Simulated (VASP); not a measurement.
All values below come from PBEsol GGA, VASP's PBE PAW potentials (set 64) (plane waves; VASP 6.6.1).

A VASP calculation is set up with these files.

INCAR:
```
SYSTEM = CsBr
PREC = Accurate
ENCUT = 400
EDIFF = 1E-8
NELM = 100
ALGO = Normal
LREAL = .FALSE.
LASPH = .TRUE.
ISMEAR = 0
SIGMA = 0.01
GGA = PS
LMAXMIX = 4
LWAVE = .FALSE.
LCHARG = .FALSE.
IBRION = 8
NSW = 1
LEPSILON = .TRUE.
```

**POSCAR**
```
CsBr
1
    4.2481745600     0.0000000000     0.0000000000
    0.0000000000     4.2481745600     0.0000000000
    0.0000000000     0.0000000000     4.2481745600
Cs Br
1 1
Direct
  0.0000000000   0.0000000000   0.0000000000
  0.5000000000   0.5000000000   0.5000000000
```

**KPOINTS**
```
Automatic mesh
0
Gamma
6 6 6
0 0 0
```

POTCAR, in this order: Cs_sv Br (PBE.64 set). Program: vasp_std.

What VASP printed:

File OUTCAR:
```
 ion  position               nearest neighbor table
   1  0.000  0.000  0.000-
   2  0.500  0.500  0.500-
  LATTYP: Found a simple cubic cell.
 ALAT       =     4.2481745600
 Subroutine PRICEL returns:
 Original cell was already a primitive cell.
 Subroutine GETGRP returns: Found 48 space group operations
The static configuration has the point symmetry O_h .
The dynamic configuration has the point symmetry O_h .
 Subroutine INISYM returns: Found 48 space group operations
 Subroutine IBZKPT returns following result:
 Found     20 irreducible k-points:

 Following reciprocal coordinates:
            Coordinates               Weight
  0.000000  0.000000  0.000000      1.000000
  0.166667  0.000000  0.000000      6.000000
  0.333333  0.000000  0.000000      6.000000
  0.500000  0.000000  0.000000      3.000000
  0.166667  0.166667  0.000000     12.000000
  0.333333  0.166667  0.000000     24.000000
  0.500000  0.166667  0.000000     12.000000
  0.333333  0.333333  0.000000     12.000000
  0.500000  0.333333  0.000000     12.000000
...
```

**OUTCAR**
```


 HEAD OF MICROSCOPIC STATIC DIELECTRIC TENSOR (INDEPENDENT PARTICLE, excluding Hartree and local field effects)
 ------------------------------------------------------
           3.502022     0.000000    -0.000000
           0.000000     3.502022     0.000000
          -0.000000    -0.000000     3.502022
 ------------------------------------------------------

 MACROSCOPIC STATIC DIELECTRIC TENSOR (including local field effects in DFT)
 ------------------------------------------------------
           3.182124     0.000000    -0.000000
          -0.000000     3.182124    -0.000000
           0.000000    -0.000000     3.182124
 ------------------------------------------------------

 PIEZOELECTRIC TENSOR (including local field effects)  for field in x, y, z        (e  Angst)
          XX          YY          ZZ          XY          YZ          ZX
  --------------------------------------------------------------------------------
  x     0.00000     0.00000     0.00000     0.00000     0.00000     0.00000
  y     0.00000     0.00000     0.00000     0.00000     0.00000     0.00000
  z     0.00000     0.00000     0.00000     0.00000     0.00000     0.00000

 PIEZOELECTRIC TENSOR (including local field effects)  for field in x, y, z        (C/m^2)
          XX          YY          ZZ          XY          YZ          ZX
  --------------------------------------------------------------------------------
  x     0.00000     0.00000     0.00000     0.00000     0.00000     0.00000
  y     0.00000     0.00000     0.00000     0.00000     0.00000     0.00000
  z     0.00000     0.00000     0.00000     0.00000     0.00000     0.00000

 BORN EFFECTIVE CHARGES (including local field effects) (in |e|, cummulative output)
 ---------------------------------------------------------------------------------
 ion    1
    1     1.32521     0.00000     0.00000
    2    -0.00000     1.32521    -0.00000
    3     0.00000    -0.00000     1.32521
 ion    2
    1    -1.32521    -0.00000    -0.00000
    2     0.00000    -1.32521     0.00000
    3    -0.00000     0.00000    -1.32521
```
(Selected blocks of OUTCAR.)

The compound is CsBr in the CsCl type structure. It was relaxed first.
